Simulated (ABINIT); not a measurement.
# KBr (Fm-3m) in ABINIT: reference runs

Reference runs on KBr: the cell as given and a disturbed copy.

All numbers are computed with ABINIT 10.8.3 (patched build); they aren't measurements. Logs are shortened: lines on timing, memory, paths and dates and some standing lists are left out, and cuts for length are marked. The log counts tension as positive stress, the text compression.

## Step 1: The crystal as given

It takes space group Fm-3m (No. 225, cubic). Conventional cell: a = 6.600 Å, b = 6.600 Å, c = 6.600 Å, α = 90.00°, β = 90.00°, γ = 90.00°. Around Br (site symmetry m-3m) lie 6 K at 3.30 Å. K (site symmetry m-3m) is surrounded by 6 Br at 3.30 Å.

## Step 2: Single point, PBE

The input, run.abi:

```
# Pseudopotentials
pp_dirpath "./"
pseudos "Br.GGA_PBE-JTH.xml, K.GGA_PBE-JTH.xml"

# Structure
acell 4.6669047558 4.6669047558 4.6669047558 Angstrom
rprim
     0.0000000000     0.7071067812     0.7071067812
     0.7071067812     0.0000000000     0.7071067812
     0.7071067812     0.7071067812     0.0000000000
ntypat 2
znucl 35 19
natom 2
typat 1 2
xred
     0.5000000000     0.5000000000     0.5000000000
     0.0000000000     0.0000000000     0.0000000000

# Plane-wave basis
ecut 16.0
pawecutdg 32.0

# k points
kptopt 1
ngkpt 7 7 7
nshiftk 1
shiftk 0.0 0.0 0.0

# Exchange and correlation
ixc 11

# Bands and occupations
nband 12
occopt 3
tsmear 0.00183747

# SCF cycle
nstep 100
tolvrs 1.0e-9

# Output
iomode 3
prtwf 0
prteig 0
prtebands 0
enunit 2
prtden 1
prtvha 1
prtvclmb 1
prtpot 1
```

Potentials or basis: JTH PAW PBE v2.0.

On the command line:

```
abinit run.abi > log 2>&1
```

run.abo:

```text
.Version 10.8.3 of ABINIT
 Symmetries : space group Fm -3 m (#225); Bravais cF (face-center cubic)
================================================================================
 Values of the parameters that define the memory need of the present run
     intxc =       0    ionmov =       0      iscf =      17    lmnmax =      13
     lnmax =       5     mgfft =      32  mpssoang =       3    mqgrid =    3001
     natom =       2  nloc_mem =       2    nspden =       1   nspinor =       1
    nsppol =       1      nsym =      48    n1xccc =       1    ntypat =       2
    occopt =       3   xclevel =       2
       mpw =        1498          nfft =       32768          nkpt =          20
 PAW method is used; the additional fine FFT grid is defined by:
   mgfftf=        48    nfftf =    110592
================================================================================
================================================================================

--------------------------------------------------------------------------------
------------- Echo of variables that govern the present computation ------------
--------------------------------------------------------------------------------
 -outvars: echo values of preprocessed input variables --------
            acell      8.8191718442E+00  8.8191718442E+00  8.8191718442E+00 Bohr
              amu      7.99040000E+01  3.90983000E+01
             ecut      1.60000000E+01 Hartree
           enunit           2
              ixc          11
         kptrlatt        7    0    0      0    7    0      0    0    7
          kptrlen      6.17342029E+01
            natom           2
            nband          12
            ngfft          32      32      32
          ngfftdg          48      48      48
             nkpt          20
            nstep         100
             nsym          48
           ntypat           2
           occopt           3
        pawecutdg      3.20000000E+01 Hartree
         pawxcdev           0
        prtebands           0
           prteig           0
           prtpot           1
         prtvclmb           1
           prtvha           1
            prtwf           0
            rprim      0.0000000000E+00  7.0710678120E-01  7.0710678120E-01
                       7.0710678120E-01  0.0000000000E+00  7.0710678120E-01
                       7.0710678120E-01  7.0710678120E-01  0.0000000000E+00
          spgroup         225
           tolvrs      1.00000000E-09
           tsmear      1.83747000E-03 Hartree
            typat      1  2
           useylm           1
           xangst      3.3000000000E+00  3.3000000000E+00  3.3000000000E+00
                       0.0000000000E+00  0.0000000000E+00  0.0000000000E+00
            xcart      6.2360962156E+00  6.2360962156E+00  6.2360962156E+00
                       0.0000000000E+00  0.0000000000E+00  0.0000000000E+00
             xred      5.0000000000E-01  5.0000000000E-01  5.0000000000E-01
                       0.0000000000E+00  0.0000000000E+00  0.0000000000E+00
            znucl       35.00000   19.00000
[... 137 lines left out ...]
    2     -0.00000000000000    -0.00000000000000    -0.00000000000000
 frms,max,avg= 0.0000000E+00 0.0000000E+00   0.000E+00  0.000E+00  0.000E+00 h/b

 cartesian forces (eV/Angstrom) at end:
    1     -0.00000000000000    -0.00000000000000    -0.00000000000000
    2     -0.00000000000000    -0.00000000000000    -0.00000000000000
 frms,max,avg= 0.0000000E+00 0.0000000E+00   0.000E+00  0.000E+00  0.000E+00 e/A
 length scales=  8.819171844159  8.819171844159  8.819171844159 bohr
              =  4.666904755800  4.666904755800  4.666904755800 angstroms
 Fermi (or HOMO) energy (hartree) =   0.03440   Average Vxc (hartree)=  -0.27430
 Eigenvalues (hartree) for nkpt=  20  k points:
 kpt#   1, nband= 12, wtk=  0.00292, kpt=  0.0000  0.0000  0.0000 (reduced coord)
  -1.06914   -0.50026   -0.46195   -0.46195   -0.46195   -0.04852   -0.04852   -0.04852
   0.11443    0.23097    0.23097    0.23097
      occupation numbers for kpt#   1
   2.00000    2.00000    2.00000    2.00000    2.00000    2.00000    2.00000    2.00000
   0.00000    0.00000    0.00000    0.00000
 prteigrs : prtvol=0 or 1, do not print more k-points.

 Fermi (or HOMO) energy (eV) =   0.93602   Average Vxc (eV)=  -7.46401
 Eigenvalues (   eV  ) for nkpt=  20  k points:
 kpt#   1, nband= 12, wtk=  0.00292, kpt=  0.0000  0.0000  0.0000 (reduced coord)
 -29.09281  -13.61274  -12.57026  -12.57026  -12.57026   -1.32030   -1.32030   -1.32030
   3.11390    6.28501    6.28501    6.28501
 prteigrs : prtvol=0 or 1, do not print more k-points.

--- !EnergyTerms
iteration_state     : {dtset: 1, }
comment             : Components of total free energy in Hartree
kinetic             :  1.31335363227445E+01
hartree             :  9.87788720747650E+00
xc                  : -1.01832182341334E+01
Ewald energy        : -2.93989375634671E+01
psp_core            :  1.41049460840418E+00
local_psp           : -3.37513459031621E+01
PAW spherical_terms :  6.66156328205247E+00
internal            : -4.22500202800850E+01
'-kT*entropy'       :  1.25294870812291E-15
total_energy        : -4.22500202800850E+01
total_energy_eV     : -1.14968162074192E+03
...

--- !EnergyTermsDC
iteration_state     : {dtset: 1, }
comment             : '"Double-counting" decomposition of free energy'
band_energy         : -6.31020510969551E+00
Ewald energy        : -2.93989375634671E+01
psp_core            :  1.41049460840418E+00
xc_dc               : -1.03860761328272E+01
PAW spherical_terms :  2.43470783048482E+00
internal            : -4.22500163671008E+01
'-kT*entropy'       :  1.25294870812291E-15
total_energy_dc     : -4.22500163671008E+01
total_energy_dc_eV  : -1.14968151426420E+03
...

--- !EnergyTermsWithPAWCore
iteration_state     : {dtset: 1, }
comment             : 'Components of total free energy, including PAW core contributions'
Total energy        : -3.20872643287220E+03
Total energy DC     : -3.20872642895922E+03
Total energy (eV)   : -8.73138943225743E+04
Total energy DC (eV): -8.73138942160966E+04
...

 Cartesian components of stress tensor (hartree/bohr^3)
  sigma(1 1)= -2.42558193E-05  sigma(3 2)=  0.00000000E+00
  sigma(2 2)= -2.42558193E-05  sigma(3 1)=  0.00000000E+00
  sigma(3 3)= -2.42558193E-05  sigma(2 1)=  0.00000000E+00

-Cartesian components of stress tensor (GPa)         [Pressure=  7.1363E-01 GPa]
- sigma(1 1)= -7.13630843E-01  sigma(3 2)=  0.00000000E+00
- sigma(2 2)= -7.13630843E-01  sigma(3 1)=  0.00000000E+00
- sigma(3 3)= -7.13630843E-01  sigma(2 1)=  0.00000000E+00

== END DATASET(S) ==============================================================
================================================================================

 -outvars: echo values of variables after computation  --------
            acell      8.8191718442E+00  8.8191718442E+00  8.8191718442E+00 Bohr
           etotal     -4.2250016367E+01
            fcart     -0.0000000000E+00 -0.0000000000E+00 -0.0000000000E+00
                      -0.0000000000E+00 -0.0000000000E+00 -0.0000000000E+00
            rprim      0.0000000000E+00  7.0710678120E-01  7.0710678120E-01
                       7.0710678120E-01  0.0000000000E+00  7.0710678120E-01
                       7.0710678120E-01  7.0710678120E-01  0.0000000000E+00
           strten     -2.4255819349E-05 -2.4255819349E-05 -2.4255819349E-05
                       0.0000000000E+00  0.0000000000E+00  0.0000000000E+00
           xangst      3.3000000000E+00  3.3000000000E+00  3.3000000000E+00
                       0.0000000000E+00  0.0000000000E+00  0.0000000000E+00
             xred      5.0000000000E-01  5.0000000000E-01  5.0000000000E-01
                       0.0000000000E+00  0.0000000000E+00  0.0000000000E+00
 Calculation completed.
```

It took 11 s on 1 thread of Intel Xeon Platinum 8488C (Sapphire Rapids), shared host; peak memory 0.11 GiB.

Results:

| Quantity | Value |
| --- | --- |
| Free energy | -1149.6815 eV |
| Pressure | 0.7 GPa |
| Band gap on the k mesh | 4.43 eV, direct |
| Valence electrons inside the program's atomic spheres | Br 4.94; K 7.15 |

Levels at points of the mesh, in eV from the valence-band top:
```tsv
k point	band 6	band 7	band 8	band 9	band 10	band 11
(0.00, 0.00, 0.00)	0.00	0.00	0.00	4.43	7.61	7.61
```

Caveat: an odd mesh through Γ misses points on the zone boundary, where band edges often lie.

## Step 3: Single point, PBE (atoms moved at random, drawn with an rms of 0.05 Å)

The input, run.abi:

```
# Pseudopotentials
pp_dirpath "./"
pseudos "Br.GGA_PBE-JTH.xml, K.GGA_PBE-JTH.xml"

# Structure
acell 3*1.0
rprim
     0.0000000000     6.2360962113     6.2360962113
     6.2360962113     0.0000000000     6.2360962113
     6.2360962113     6.2360962113     0.0000000000
ntypat 2
znucl 35 19
natom 2
typat 1 2
xred
     0.4981360000     0.5049930000     0.5047960000
    -0.0032670000     0.0131940000    -0.0053410000
chkprim 0
chksymtnons 0
tolsym 1.0e-6

# Plane-wave basis
ecut 16.0
pawecutdg 32.0

# k points
kptopt 1
ngkpt 7 7 7
nshiftk 1
shiftk 0.0 0.0 0.0

# Exchange and correlation
ixc 11

# Bands and occupations
nband 12
occopt 3
tsmear 0.00183747

# SCF cycle
nstep 100
tolvrs 1.0e-9

# Output
iomode 3
prtwf 0
prtden 0
prteig 0
prtebands 0
enunit 2
```

Potentials or basis: JTH PAW PBE v2.0.

On the command line:

```
abinit run.abi > log 2>&1
```

run.abo:

```text
.Version 10.8.3 of ABINIT
 Symmetries : space group P1 (#  1); Bravais aP (primitive triclinic)
================================================================================
 Values of the parameters that define the memory need of the present run
     intxc =       0    ionmov =       0      iscf =      17    lmnmax =      13
     lnmax =       5     mgfft =      32  mpssoang =       3    mqgrid =    3001
     natom =       2  nloc_mem =       2    nspden =       1   nspinor =       1
    nsppol =       1      nsym =       1    n1xccc =       1    ntypat =       2
    occopt =       3   xclevel =       2
       mpw =        1498          nfft =       32768          nkpt =         172
 PAW method is used; the additional fine FFT grid is defined by:
   mgfftf=        48    nfftf =    110592
================================================================================
================================================================================

--------------------------------------------------------------------------------
------------- Echo of variables that govern the present computation ------------
--------------------------------------------------------------------------------
 -outvars: echo values of preprocessed input variables --------
            acell      1.0000000000E+00  1.0000000000E+00  1.0000000000E+00 Bohr
              amu      7.99040000E+01  3.90983000E+01
          chkprim           0
      chksymtnons           0
             ecut      1.60000000E+01 Hartree
           enunit           2
                       outvar_i_n : Printing only first  50 k-points.
              ixc          11
                       outvar_i_n : Printing only first  50 k-points.
         kptrlatt        7    0    0      0    7    0      0    0    7
          kptrlen      6.17342029E+01
            natom           2
            nband          12
            ngfft          32      32      32
          ngfftdg          48      48      48
             nkpt         172
            nstep         100
             nsym           1
           ntypat           2
                       prtocc : prtvol=0, do not print more k-points.
           occopt           3
        pawecutdg      3.20000000E+01 Hartree
         pawxcdev           0
           prtden           0
        prtebands           0
           prteig           0
            prtwf           0
            rprim      0.0000000000E+00  6.2360962113E+00  6.2360962113E+00
                       6.2360962113E+00  0.0000000000E+00  6.2360962113E+00
                       6.2360962113E+00  6.2360962113E+00  0.0000000000E+00
          spgroup           1
           tolsym      1.00000000E-06
           tolvrs      1.00000000E-09
           tsmear      1.83747000E-03 Hartree
            typat      1  2
           useylm           1
                       outvars : Printing only first  50 k-points.
           xangst      3.3323036978E+00  3.3096755978E+00  3.3103256978E+00
                       2.5914899983E-02 -2.8406399981E-02  3.2759099978E-02
            xcart      6.2971413571E+00  6.2543804454E+00  6.2556089563E+00
                       4.8972063547E-02 -5.3680316187E-02  6.1905727090E-02
             xred      4.9813600000E-01  5.0499300000E-01  5.0479600000E-01
                      -3.2670000000E-03  1.3194000000E-02 -5.3410000000E-03
            znucl       35.00000   19.00000

================================================================================

 chkinp: Checking input parameters for consistency.

================================================================================
== DATASET  1 ==================================================================

--- !DatasetInfo
iteration_state: {dtset: 1, }
dimensions: {natom: 2, nkpt: 172, mband: 12, nsppol: 1, nspinor: 1, nspden: 1, mpw: 1498, }
cutoff_energies: {ecut:  16.0, pawecutdg:  32.0, }
electrons: {nelect:   1.60000000E+01, charge:   0.00000000E+00, occopt:   3.00000000E+00, tsmear:   1.83747000E-03, }
meta: {optdriver: 0, ionmov: 0, optcell: 0, iscf: 17, paral_kgb: 0, }
...
[... 102 lines left out ...]
 Atom  Sphere_radius  Integrated_density
    1        2.20919          4.96979704
    2        2.10866          7.15977848

================================================================================

 ----iterations are completed or convergence reached----

 Mean square residual over all n,k,spin=   35.040E-08; max=  12.781E-05
 reduced coordinates (array xred) for    2 atoms
       0.498136000000      0.504993000000      0.504796000000
      -0.003267000000      0.013194000000     -0.005341000000
 rms dE/dt=  4.3517E-03; max dE/dt=  6.6965E-03; dE/dt below (all hartree)
    1       0.002371932301     -0.002482169723      0.006696482275
    2      -0.002382877562      0.002392840286     -0.006752052245

 cartesian coordinates (angstrom) at end:
    1      3.33230369775801     3.30967559777323     3.31032569777279
    2      0.02591489998256    -0.02840639998089     0.03275909997796

 cartesian forces (hartree/bohr) at end:
    1     -0.00015308914898    -0.00092519236434     0.00054395948226
    2      0.00015308914898     0.00092519236434    -0.00054395948226
 frms,max,avg= 6.2591509E-04 9.2519236E-04   5.370E-06 -9.146E-07  1.792E-06 h/b

 cartesian forces (eV/Angstrom) at end:
    1     -0.00787216055402    -0.04757530422007     0.02797152122016
    2      0.00787216055402     0.04757530422007    -0.02797152122016
 frms,max,avg= 3.2185848E-02 4.7575304E-02   2.761E-04 -4.703E-05  9.216E-05 e/A
 length scales=  1.000000000000  1.000000000000  1.000000000000 bohr
              =  0.529177210544  0.529177210544  0.529177210544 angstroms
 Fermi (or HOMO) energy (hartree) =  -0.00096   Average Vxc (hartree)=  -0.27429
 Eigenvalues (hartree) for nkpt= 172  k points:
 kpt#   1, nband= 12, wtk=  0.00292, kpt=  0.0000  0.0000  0.0000 (reduced coord)
  -1.06912   -0.50029   -0.46193   -0.46193   -0.46192   -0.04855   -0.04855   -0.04854
   0.11443    0.23097    0.23103    0.23109
      occupation numbers for kpt#   1
   2.00000    2.00000    2.00000    2.00000    2.00000    2.00000    2.00000    2.00000
   0.00000    0.00000    0.00000    0.00000
 prteigrs : prtvol=0 or 1, do not print more k-points.

 Fermi (or HOMO) energy (eV) =  -0.02625   Average Vxc (eV)=  -7.46370
 Eigenvalues (   eV  ) for nkpt= 172  k points:
 kpt#   1, nband= 12, wtk=  0.00292, kpt=  0.0000  0.0000  0.0000 (reduced coord)
 -29.09228  -13.61350  -12.56989  -12.56977  -12.56936   -1.32112   -1.32099   -1.32086
   3.11392    6.28491    6.28666    6.28828
 prteigrs : prtvol=0 or 1, do not print more k-points.

--- !EnergyTerms
iteration_state     : {dtset: 1, }
comment             : Components of total free energy in Hartree
kinetic             :  1.31338962584554E+01
hartree             :  9.87992101620293E+00
xc                  : -1.01833360345617E+01
Ewald energy        : -2.93970001926498E+01
psp_core            :  1.41049461130335E+00
local_psp           : -3.37554908560248E+01
PAW spherical_terms :  6.66154860325756E+00
internal            : -4.22499665940170E+01
'-kT*entropy'       : -1.78218253587056E-14
total_energy        : -4.22499665940171E+01
total_energy_eV     : -1.14968015986959E+03
...

--- !EnergyTermsDC
iteration_state     : {dtset: 1, }
comment             : '"Double-counting" decomposition of free energy'
band_energy         : -6.31011628835716E+00
Ewald energy        : -2.93970001926498E+01
psp_core            :  1.41049461130335E+00
xc_dc               : -1.03880721515815E+01
PAW spherical_terms :  2.43472256882131E+00
internal            : -4.22499714524637E+01
'-kT*entropy'       : -1.78218253587056E-14
total_energy_dc     : -4.22499714524638E+01
total_energy_dc_eV  : -1.14968029207466E+03
...

--- !EnergyTermsWithPAWCore
iteration_state     : {dtset: 1, }
comment             : 'Components of total free energy, including PAW core contributions'
Total energy        : -3.20872637918614E+03
Total energy DC     : -3.20872638404458E+03
Total energy (eV)   : -8.73138928617020E+04
Total energy DC (eV): -8.73138929939071E+04
...

 Cartesian components of stress tensor (hartree/bohr^3)
  sigma(1 1)= -2.41821733E-05  sigma(3 2)= -1.55682753E-07
  sigma(2 2)= -2.51829836E-05  sigma(3 1)= -2.16226887E-08
  sigma(3 3)= -2.45029262E-05  sigma(2 1)=  4.47741683E-08

-Cartesian components of stress tensor (GPa)         [Pressure=  7.2442E-01 GPa]
- sigma(1 1)= -7.11464102E-01  sigma(3 2)= -4.58034474E-03
- sigma(2 2)= -7.40908956E-01  sigma(3 1)= -6.36161466E-04
- sigma(3 3)= -7.20900979E-01  sigma(2 1)=  1.31730151E-03

== END DATASET(S) ==============================================================
================================================================================

 -outvars: echo values of variables after computation  --------
            acell      1.0000000000E+00  1.0000000000E+00  1.0000000000E+00 Bohr
           etotal     -4.2249971452E+01
            fcart     -1.5308914898E-04 -9.2519236434E-04  5.4395948226E-04
                       1.5308914898E-04  9.2519236434E-04 -5.4395948226E-04
            rprim      0.0000000000E+00  6.2360962113E+00  6.2360962113E+00
                       6.2360962113E+00  0.0000000000E+00  6.2360962113E+00
                       6.2360962113E+00  6.2360962113E+00  0.0000000000E+00
           strten     -2.4182173307E-05 -2.5182983564E-05 -2.4502926237E-05
                      -1.5568275339E-07 -2.1622688740E-08  4.4774168338E-08
           xangst      3.3323036978E+00  3.3096755978E+00  3.3103256978E+00
                       2.5914899983E-02 -2.8406399981E-02  3.2759099978E-02
             xred      4.9813600000E-01  5.0499300000E-01  5.0479600000E-01
                      -3.2670000000E-03  1.3194000000E-02 -5.3410000000E-03
 Calculation completed.
```

Run time: 81 s. Hardware: 1 thread of Intel Xeon Platinum 8488C (Sapphire Rapids), shared host; peak memory 0.21 GiB.

What came out:

```
Free energy                                           : -1149.6803 eV
Pressure                                              : 0.7 GPa
Largest force                                         : 0.056 eV/Å
Band gap on the k mesh                                : 4.43 eV, direct
Valence electrons inside the program's atomic spheres : Br 4.97; K 7.16
```

Forces in eV/Å, atoms in the order of the input:
```
Br  -0.008 -0.048  0.028
K    0.008  0.048 -0.028
```

Levels at points of the mesh, in eV from the valence-band top:
| k point | band 6 | band 7 | band 8 | band 9 | band 10 | band 11 |
| --- | --- | --- | --- | --- | --- | --- |
| (0.00, 0.00, 0.00) | 0.00 | 0.00 | 0.00 | 4.43 | 7.61 | 7.61 |

Caveat: an odd mesh through Γ misses points on the zone boundary, where band edges often lie.
